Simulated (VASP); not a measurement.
**A VASP 6.6.1 single-point calculation on BaHfO₃**

INCAR

```
ISIF = 2
PREC = Accurate
SIGMA = 1
EDIFF = 1E-7
IBRION = -1
LCHARG = .FALSE.
ENCUT = 520
NSW = 0
LWAVE = .FALSE.
LREAL = .FALSE.
GGA = PE
ISMEAR = 1
NBANDS = 27
NELM = 53
LASPH = .TRUE.
```

KPOINTS

```
KPOINTS created by Atomic Simulation Environment
0
Gamma
6 6 6
0 0 0
```

POSCAR

```
Ba Hf O
 1.0000000000000000
     4.1770587708449511   -0.0000000000000000    0.0000000000000000
    -0.0000000000000000    4.1770587708449511   -0.0000000000000000
     0.0000000000000000   -0.0000000000000000    4.1770587708449511
 Ba  Hf  O
   1   1   3
Cartesian
 -0.0000000000000000 -0.0000000000000000  0.0000000000000000
  2.0885293854224756  2.0885293854224756  2.0885293854224756
  2.0885293854224756  2.0885293854224756  0.0000000000000000
  2.0885293854224756 -0.0000000000000000  2.0885293854224756
 -0.0000000000000000  2.0885293854224756  2.0885293854224756
```

The recommended PBE PAW datasets give the neutral cell 38 valence electrons.

Command

```
mpirun -np 1 vasp_std
```

OSZICAR

```
N       E                     dE             d eps       ncg     rms          rms(c)
DAV:   1     0.218436924956E+03    0.21844E+03   -0.21355E+04  1080   0.137E+03
DAV:   2    -0.376089506142E+02   -0.25605E+03   -0.24667E+03  1325   0.318E+02
DAV:   3    -0.501277523773E+02   -0.12519E+02   -0.12436E+02  1415   0.657E+01
DAV:   4    -0.503491188185E+02   -0.22137E+00   -0.22113E+00  1540   0.787E+00
DAV:   5    -0.503512722574E+02   -0.21534E-02   -0.21533E-02  1390   0.611E-01    0.589E+01
DAV:   6    -0.435824815286E+02    0.67688E+01   -0.32977E+01  1208   0.323E+01    0.508E+01
DAV:   7    -0.434372827691E+02    0.14520E+00   -0.18501E+00  1377   0.835E+00    0.329E+01
DAV:   8    -0.434256038668E+02    0.11679E-01   -0.31459E-01  1227   0.438E+00    0.771E+00
DAV:   9    -0.434057850926E+02    0.19819E-01   -0.72479E-02  1256   0.177E+00    0.227E+00
DAV:  10    -0.434058696795E+02   -0.84587E-04   -0.74416E-03  1332   0.552E-01    0.758E-01
DAV:  11    -0.434057275432E+02    0.14214E-03   -0.64362E-04  1363   0.155E-01    0.140E-01
DAV:  12    -0.434057611697E+02   -0.33627E-04   -0.66130E-05  1363   0.518E-02    0.103E-01
DAV:  13    -0.434057661226E+02   -0.49529E-05   -0.74699E-06  1426   0.173E-02    0.136E-02
DAV:  14    -0.434057659177E+02    0.20485E-06   -0.68139E-07  1306   0.497E-03    0.708E-03
DAV:  15    -0.434057657590E+02    0.15877E-06   -0.22786E-07  1287   0.299E-03    0.205E-03
DAV:  16    -0.434057657819E+02   -0.22953E-07   -0.12747E-08   648   0.761E-04
   1 F= -.43405766E+02 E0= -.43496144E+02  d E =0.271134E+00
```

It converged. Results: gap between bands v and c on the k mesh 3.60 eV; least direct gap on the k mesh 3.81 eV; pressure 2.7 GPa. Band v is the last that the valence electrons fill when counted band by band, and c is the next.

Problem. Find the fault in these files.

Solution. Smearing far too wide. On sound settings PBE gives a gap of 3.58 eV on its mesh and a pressure of 2.8 GPa for the intended cell. This run's energy (σ→0) differs from it by 10 meV an atom.
